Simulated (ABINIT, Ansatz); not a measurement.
# TePb (Fm-3m): changed settings of a GW run in ABINIT

What do changed inputs do to GW on TePb (Fm-3m)?

Method: PBE and many-body steps on it, plane waves, in ABINIT 10.8.3.

## 1. Starting point

Symmetry: Fm-3m, No. 225, cubic system. Conventional cell: a = 6.462 Å, b = 6.462 Å, c = 6.462 Å, α = 90.00°, β = 90.00°, γ = 90.00°. Te has 6 Pb at 3.23 Å nearest. Nearest to Pb lie 6 Te at 3.23 Å. Farther neighbours and most contacts between anions are not listed.

As a file:

```cif
data_structure
_symmetry_space_group_name_H-M 'Fm-3m'
_symmetry_Int_Tables_number 225
_cell_length_a 6.4620
_cell_length_b 6.4620
_cell_length_c 6.4620
_cell_angle_alpha 90.000
_cell_angle_beta 90.000
_cell_angle_gamma 90.000
_cell_volume 269.84
loop_
_atom_site_label
_atom_site_type_symbol
_atom_site_symmetry_multiplicity
_atom_site_Wyckoff_symbol
_atom_site_fract_x
_atom_site_fract_y
_atom_site_fract_z
_atom_site_occupancy
Te1 Te 4 b 0.50000 0.00000 0.00000 1
Pb1 Pb 4 a 0.00000 0.00000 0.00000 1
```

The cell and positions come from the Crystallography Open Database and are kept as given unless a step says otherwise. Spin-orbit coupling is left out unless a step names it.

## 2. Screening, 4×4×4 mesh, 268 bands, screening to 247.6 eV

This step: ABINIT 10.8.3; RPA screening on PBE, plane waves, norm-conserving pseudopotentials.

The RPA dielectric matrix is built and inverted for each q.

File run.abi:

```
acell 3*1.0 Angstrom
rprim 
  -0.000000000000 3.231000000000 3.231000000000
  3.231000000000 0.000000000000 3.231000000000
  3.231000000000 3.231000000000 0.000000000000
ntypat 2
znucl 52 82
natom 2
typat 1 2
xred 
  0.500000000000 0.500000000000 0.500000000000
  0.000000000000 0.000000000000 0.000000000000
pp_dirpath "pseudos"
pseudos "Te.upf, Pb.upf"
ecut 39
ngkpt 4 4 4
nshiftk 1
shiftk 0 0 0
kptopt 1
chksymbreak 0
istwfk *1
occopt 1
irdwfk 1
optdriver 3
nband 268
ecuteps 9.1
inclvkb 2
awtr 1
symchi 1
indata_prefix "in"
outdata_prefix "out"
tmpdata_prefix "tmp"
```

On the command line:

```
$ OMP_NUM_THREADS=1 mpirun -n 4 abinit run.abi > log
```

What it wrote:

```text
.Version 10.8.3 of ABINIT. v10.8.2 released Aug 2026.

 Symmetries : space group Fm -3 m (#225); Bravais cF (face-center cubic)
[... echo of the input left out ...]
== DATASET  1 ==================================================================
-   mpi_nproc: 4, omp_nthreads: 1 (-1 if OMP is not activated)

--- !DatasetInfo
iteration_state: {dtset: 1, }
dimensions: {natom: 2, nkpt: 8, mband: 268, nsppol: 1, nspinor: 1, nspden: 1, mpw: 5346, }
cutoff_energies: {ecut:  39.0, pawecutdg:  -1.0, }
electrons: {nelect:   4.60000000E+01, charge:   0.00000000E+00, occopt:   1.00000000E+00, tsmear:   1.00000000E-02, }

 SCREENING: Calculation of the susceptibility and dielectric matrices

 Based on a program developped by R.W. Godby, V. Olevano, G. Onida, and L. Reining.
 Incorporated in ABINIT by V. Olevano, G.-M. Rignanese, and M. Torrent.
.Using double precision arithmetic ; gwpc =  8

[... cell and pseudopotentials left out ...]
--------------------------------------------------------------------------------

 ==== K-mesh for the wavefunctions ====
 Number of points in the irreducible wedge :     8
[... list of points left out ...]
 Together with 48 symmetry operations and time-reversal symmetry
 yields    64 points in the full Brillouin Zone.

 ==== Q-mesh for the screening function ====
 Number of points in the irreducible wedge :     8
[... list of points left out ...]
 Together with 48 symmetry operations and time-reversal symmetry
 yields    64 points in the full Brillouin Zone.

 setmesh: FFT mesh size selected  =    36x   36x   36
          total number of points  =        46656

 vcoul_init : cutoff-mode = AUXILIARY_FUNCTION
 q-points for optical limit:   1
     1)      0.000010    0.000020    0.000030

- screening: taking advantage of time-reversal symmetry
- Maximum band index for partially occupied states nbvw = 23
- Remaining bands to be divided among processors   nbcw = 245
- Number of bands treated by each node ~61

 Number of electrons calculated from density =   46.0000; Expected =   46.0000
 average of density, n =  0.101046
 r_s =    1.3319
 omega_plasma =   30.6631 [eV]

 calculating chi0 at frequencies [eV] :
  1    0.000000E+00    0.000000E+00
  2    0.000000E+00    3.066308E+01

--------------------------------------------------------------------------------
  q-point number  1        q = ( 0.000000, 0.000000, 0.000000) [r.l.u.]
--------------------------------------------------------------------------------
[... chi0 elements left out ...]
 For q-point:  0.000010 0.000020 0.000030
  dielectric constant =  38.5516
  dielectric constant without local fields =  41.2420

  Average fulfillment of the sum rule on Im[epsilon] for q-point    1 :     79.84  [%]
[... wings left out ...]
  q-point number  2        q = ( 0.250000, 0.000000, 0.000000) [r.l.u.]
--------------------------------------------------------------------------------
[... chi0 elements left out ...]
  Average fulfillment of the sum rule on Im[epsilon] for q-point    2 :     86.93  [%]

 [... 6 further q-points ...]
```

Elapsed: 8.4 min, on 4 MPI ranks of Arm Neoverse V1, shared host; peak memory 2.7 GiB; 34 min of CPU time.

Numbers from this step:

```yaml
eps_infinity_with_local_fields_on_this_mesh_along_the_program_s_q_direction: 38.55
the_same_without_local_fields: 41.24
plasma_frequency: 30.66 eV
plane_waves_in_the_screening_matrix: 609
```

Local fields lower ε∞ by 7 %.

## 3. Base

The self-energy is evaluated for the states that the input lists, and the levels follow from it, in one-shot runs by the linearised quasiparticle equation.

This step: G0W0 on PBE, plane waves, norm-conserving pseudopotentials.

run.abi: that of step 2 with these lines changed.

```diff
@@ -23,8 +23,17 @@
 irdwfk 1
-optdriver 3
+optdriver 4
 nband 268
+gwcalctyp 0
+ecutsigx 39
+symsigma 1
+nkptgw 2
+kptgw 
+  0.5000000000 0.0000000000 0.0000000000
+  0.0000000000 0.0000000000 0.0000000000
+bdgw 
+  21 26
+  21 26
 ecuteps 9.1
-inclvkb 2
-awtr 1
-symchi 1
+irdscr 1
+ppmodel 1
 indata_prefix "in"
```

What it wrote:

```text
.Version 10.8.3 of ABINIT. v10.8.2 released Aug 2026.

 Symmetries : space group Fm -3 m (#225); Bravais cF (face-center cubic)
[... echo of the input left out ...]
== DATASET  1 ==================================================================
-   mpi_nproc: 4, omp_nthreads: 1 (-1 if OMP is not activated)

--- !DatasetInfo
iteration_state: {dtset: 1, }
dimensions: {natom: 2, nkpt: 8, mband: 268, nsppol: 1, nspinor: 1, nspden: 1, mpw: 5346, }
cutoff_energies: {ecut:  39.0, pawecutdg:  -1.0, }
electrons: {nelect:   4.60000000E+01, charge:   0.00000000E+00, occopt:   1.00000000E+00, tsmear:   1.00000000E-02, }

 SIGMA: Calculation of the GW corrections

 Based on a program developped by R.W. Godby, V. Olevano, G. Onida, and L. Reining.
 Incorporated in ABINIT by V. Olevano, G.-M. Rignanese, and M. Torrent.
.Using double precision arithmetic ; gwpc =  8

[... cell and pseudopotentials left out ...]
--------------------------------------------------------------------------------

 ==== K-mesh for the wavefunctions ====
 Number of points in the irreducible wedge :     8
[... list of points left out ...]
 Together with 48 symmetry operations and time-reversal symmetry
 yields    64 points in the full Brillouin Zone.

 ==== Q-mesh for screening function ====
 Number of points in the irreducible wedge :     8
[... list of points left out ...]
 Together with 48 symmetry operations and time-reversal symmetry
 yields    64 points in the full Brillouin Zone.

 vcoul_init : cutoff-mode = AUXILIARY_FUNCTION
 q-points for optical limit:   1
     1)      0.000010    0.000020    0.000030
 setmesh: FFT mesh size selected  =    50x   50x   50
          total number of points  =       125000

 Number of electrons calculated from density =   46.0000; Expected =   46.0000
 average of density, n =  0.101046
 r_s =    1.3319
 omega_plasma =   30.6631 [eV]

 === KS Band Gaps ===
  >>>> For spin  1
   Minimum direct gap =   0.7389 [eV], located at k-point      :   0.5000  0.0000  0.0000
   Fundamental gap    =   0.7389 [eV], Top of valence bands at :   0.5000  0.0000  0.0000
                                       Bottom of conduction at :   0.5000  0.0000  0.0000
 SIGMA fundamental parameters:
 PLASMON POLE MODEL  1
 number of plane-waves for SigmaX                 5209
 number of plane-waves for SigmaC and W            609
 number of plane-waves for wavefunctions          5209
 number of bands                                   268
 number of independent spin polarizations            1
 number of spinorial components                      1
 number of k-points in IBZ                           8
 number of q-points in IBZ                           8
 number of symmetry operations                      48
 number of k-points in BZ                           64
 number of q-points in BZ                           64
 number of frequencies for dSigma/dE                 9
 frequency step for dSigma/dE [eV]                0.25
 number of omega for Sigma on real axis              0
 max omega for Sigma on real axis  [eV]           0.00
 zcut for avoiding poles [eV]                     0.10

 EPSILON^-1 parameters (SCR file):
 dimension of the eps^-1 matrix on file            609
 dimension of the eps^-1 matrix used               609
 number of plane-waves for wavefunctions          5209
 number of bands                                   268
 number of q-points in IBZ                           8
 number of frequencies                               2
 number of real frequencies                          1
 number of imag frequencies                          1

 matrix elements of self-energy operator (all in [eV])

 Perturbative Calculation

--- !SelfEnergy_ee
iteration_state: {dtset: 1, }
kpoint     : [   0.500,    0.000,    0.000, ]
spin       : 1
KS_gap     :    0.739
QP_gap     :    0.928
Delta_QP_KS:    0.189
data: !SigmaeeData |
     Band     E0 <VxcDFT>   SigX SigC(E0)      Z dSigC/dE  Sig(E)    E-E0       E
       21   6.340 -12.692 -14.527   1.090   0.789  -0.267 -13.280  -0.588   5.753
       22   6.340 -12.692 -14.527   1.090   0.789  -0.267 -13.280  -0.588   5.753
       23   7.229 -13.010 -13.885   0.338   0.798  -0.253 -13.438  -0.428   6.801
       24   7.968 -10.337  -7.126  -3.507   0.808  -0.237 -10.576  -0.239   7.728
       25   8.507 -10.665  -7.476  -3.479   0.806  -0.241 -10.899  -0.234   8.272
       26   8.507 -10.665  -7.476  -3.479   0.806  -0.241 -10.899  -0.234   8.272

--- !SelfEnergy_ee
iteration_state: {dtset: 1, }
kpoint     : [   0.000,    0.000,    0.000, ]
spin       : 1
KS_gap     :    5.425
QP_gap     :    5.937
Delta_QP_KS:    0.512
data: !SigmaeeData |
     Band     E0 <VxcDFT>   SigX SigC(E0)      Z dSigC/dE  Sig(E)    E-E0       E
[...]
24  11.309 -11.610  -7.068  -4.655   0.791  -0.264 -11.699  -0.089  11.219
       25  11.309 -11.610  -7.068  -4.655   0.791  -0.264 -11.699  -0.089  11.219
       26  11.309 -11.610  -7.068  -4.655   0.791  -0.264 -11.699  -0.089  11.219

== END DATASET(S) ==============================================================
================================================================================

 -outvars: echo values of variables after computation  --------
           etotal      0.0000000000E+00
            nband         268
             nkpt           8
          spgroup         225
 [... the other variables as echoed above ...]

 Calculation completed.
```

It took 2.5 min on 4 MPI ranks; peak memory 2.9 GiB.

This step gave:

| Item | Value |
| --- | --- |
| G0W0 gap on the points computed | 0.9270 eV |
| starting gap on the mesh | 0.7388 eV |
| k of the valence top | 0.5, 0, 0 |
| k of the conduction bottom | 0.5, 0, 0 |
| Z at the valence top | 0.798 |
| Z at the conduction bottom | 0.808 |
| least direct G0W0 gap on the computed points | 0.9270 eV |

The gap on the mesh goes from 0.74 eV to 0.93 eV, a correction of +0.19 eV.

## 4. Exchange cutoff of one hartree

run.abi: that of step 3 with these lines changed.

```diff
@@ -26,3 +26,3 @@
 gwcalctyp 0
-ecutsigx 39
+ecutsigx 1
 symsigma 1
```

What it wrote:

```text
.Version 10.8.3 of ABINIT. v10.8.2 released Aug 2026.

 Symmetries : space group Fm -3 m (#225); Bravais cF (face-center cubic)
[... echo of the input left out ...]
== DATASET  1 ==================================================================
-   mpi_nproc: 4, omp_nthreads: 1 (-1 if OMP is not activated)

--- !DatasetInfo
iteration_state: {dtset: 1, }
dimensions: {natom: 2, nkpt: 8, mband: 268, nsppol: 1, nspinor: 1, nspden: 1, mpw: 5346, }
cutoff_energies: {ecut:  39.0, pawecutdg:  -1.0, }
electrons: {nelect:   4.60000000E+01, charge:   0.00000000E+00, occopt:   1.00000000E+00, tsmear:   1.00000000E-02, }

 SIGMA: Calculation of the GW corrections

 Based on a program developped by R.W. Godby, V. Olevano, G. Onida, and L. Reining.
 Incorporated in ABINIT by V. Olevano, G.-M. Rignanese, and M. Torrent.
.Using double precision arithmetic ; gwpc =  8

[... cell and pseudopotentials left out ...]
--------------------------------------------------------------------------------

 ==== K-mesh for the wavefunctions ====
 Number of points in the irreducible wedge :     8
[... list of points left out ...]
 Together with 48 symmetry operations and time-reversal symmetry
 yields    64 points in the full Brillouin Zone.

 ==== Q-mesh for screening function ====
 Number of points in the irreducible wedge :     8
[... list of points left out ...]
 Together with 48 symmetry operations and time-reversal symmetry
 yields    64 points in the full Brillouin Zone.

 vcoul_init : cutoff-mode = AUXILIARY_FUNCTION
 q-points for optical limit:   1
     1)      0.000010    0.000020    0.000030
 setmesh: FFT mesh size selected  =    27x   27x   27
          total number of points  =        19683

 Number of electrons calculated from density =   46.0000; Expected =   46.0000
[...]
number of omega for Sigma on real axis              0
 max omega for Sigma on real axis  [eV]           0.00
 zcut for avoiding poles [eV]                     0.10

 EPSILON^-1 parameters (SCR file):
 dimension of the eps^-1 matrix on file            609
 dimension of the eps^-1 matrix used                15
 number of plane-waves for wavefunctions          5209
 number of bands                                   268
 number of q-points in IBZ                           8
 number of frequencies                               2
 number of real frequencies                          1
 number of imag frequencies                          1

 matrix elements of self-energy operator (all in [eV])

 Perturbative Calculation

--- !SelfEnergy_ee
iteration_state: {dtset: 1, }
kpoint     : [   0.500,    0.000,    0.000, ]
spin       : 1
KS_gap     :    0.739
QP_gap     :   -0.545
Delta_QP_KS:   -1.283
data: !SigmaeeData |
     Band     E0 <VxcDFT>   SigX SigC(E0)      Z dSigC/dE  Sig(E)    E-E0       E
       21   6.340 -12.692 -10.964   1.937   0.808  -0.238  -9.730   2.962   9.302
       22   6.340 -12.692 -10.964   1.937   0.808  -0.238  -9.730   2.962   9.302
       23   7.229 -13.010  -9.895   1.189   0.816  -0.225  -9.498   3.513  10.741
[...]
--- !SelfEnergy_ee
iteration_state: {dtset: 1, }
kpoint     : [   0.000,    0.000,    0.000, ]
spin       : 1
KS_gap     :    5.425
QP_gap     :    5.726
Delta_QP_KS:    0.301
data: !SigmaeeData |
     Band     E0 <VxcDFT>   SigX SigC(E0)      Z dSigC/dE  Sig(E)    E-E0       E
[...]
25  11.309 -11.610  -3.986  -3.916   0.806  -0.241  -8.623   2.988  14.296
       26  11.309 -11.610  -3.986  -3.916   0.806  -0.241  -8.623   2.988  14.296

== END DATASET(S) ==============================================================
================================================================================

 -outvars: echo values of variables after computation  --------
           etotal      0.0000000000E+00
            nband         268
             nkpt           8
          spgroup         225
 [... the other variables as echoed above ...]

 Calculation completed.
```

The job ended after 6.6 s (4 MPI ranks; peak memory 1.2 GiB; 26 s of CPU time).

The run ended normally, though the input holds a fault or crude settings.

The fault put into this input: exchange cutoff of one hartree. It printed a gap of -0.54 eV, an artefact of the input.

## 5. The runs together

Times are wall times on 4 MPI ranks of Arm Neoverse V1, shared host, good to a factor of about two. A run's time includes the screening step that it read.

```tsv
run	mesh	bands	screening cutoff (eV)	DFT gap (eV)	gap on the mesh (eV)	direct (eV)	ε∞ used	time
base	4×4×4	268	247.6	0.739	0.927	0.927	38.55	11 min
```

## 6. Outcome

- base: 0.927 eV
- known limits: not at the basis limit; model gap, bands may invert with spin-orbit coupling; mesh may overstate the screening; no spin-orbit coupling; coarse k mesh

What this shows: Bands and cutoff are finite, so the gap is not at the basis limit. The miss can reach some tenths of an eV and take either sign; the mesh is an error of its own. In the G0W0 run levels were corrected at 2 k points alone, so a gap called «on the mesh» is the least over those, and an edge elsewhere would be missed. The 4×4×4 mesh is coarse for this cell, which bears on the long-range parts of exchange and screening. Where an edge is built on 6p states of lead, bismuth or thallium, scalar-relativistic gaps usually stand too wide, by a few tenths to over one eV. With atoms this heavy and so narrow a gap, spin-orbit coupling can invert the bands. These scalar-relativistic gaps are then model values, not to be set against experiment, and a spin-orbit change taken from DFT can't simply be added. The RPA ε∞ on this mesh reaches over 25; with a narrow direct gap a coarse mesh can overstate it, and the correction is then too small.

[Paths, hosts, dates, memory and timing lines, banners, echoed tables and standing remarks are left out of the program output.]

[Logs are printed without paths, hosts, clocks, repeated set-up lines and the standing remarks that a program may print on its own settings, such as how far it seeks lower states.]

[Runs of the session that timed out or met a known fault of the program may be left out.]

[Hosts, paths, dates, database ids (printed as entryN), source tags and the programs' standing remarks are cut or masked in the printed files.]

[G0W0 gaps are taken among the corrected bands and points alone; a level outside them can change the order at an edge.]

[Where Ansatz stands beside ABINIT at settings called matched, ABINIT's density can come from a denser mesh and the files from another edition; pairs whose starting gaps differed by over 0.03 eV were left out, so agreement reads better than it is.]
